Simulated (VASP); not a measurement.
Here is a VASP 6.6.1 calculation.

Contents of INCAR:

```
ALGO = Fast
EDIFF = 1E-7
EDIFFG = -0.005
ENCUT = 600
GGA = PS
IBRION = 2
ISIF = 3
ISMEAR = 0
LASPH = True
LCHARG = False
LREAL = False
LWAVE = False
NELM = 100
NSW = 100
PREC = Accurate
SIGMA = 0.1
```

File KPOINTS:

```
k-points
0
Gamma
  15 15 8
```

Contents of POSCAR:

```
Li
1.0
    3.1110021516      0.0000000000      0.0000000000
   -1.5555010758      2.6942068945      0.0000000000
    0.0000000000      0.0000000000      5.0930000000
Li
2
Direct
    0.3333333333      0.6666666667      0.2500000000
    0.6666666667      0.3333333333      0.7500000000
```

Potentials or basis: VASP PAW PBE potentials, release 64 (Li_sv).

The run is started by

```sh
$ cat potpaw_PBE.64/Li_sv/POTCAR > POTCAR
$ mpirun -np 1 vasp_std > vasp.out
```

(1) Estimate the relaxed cell.

(2) Predict the space group after relaxing (to 0.05 Å).

(3) Estimate the relaxed volume.

(4) Predict the band gap on the k mesh.

Results:

(1) a = 3.042 Å, b = 3.042 Å, c = 4.981 Å, α = 90.00°, β = 90.00°, γ = 120.00°.

(2) P6_3/mmc (No. 194).

(3) 19.96 Å³/atom.

(4) none (metal or under the smearing width).

Caveat: the cutoff is under 1.25 times the usual one of these potentials, so pressure, stress and relaxed cells hold a basis-set (Pulay) error; the PAW data sets were made with another functional, which shifts forces and pressure a little.
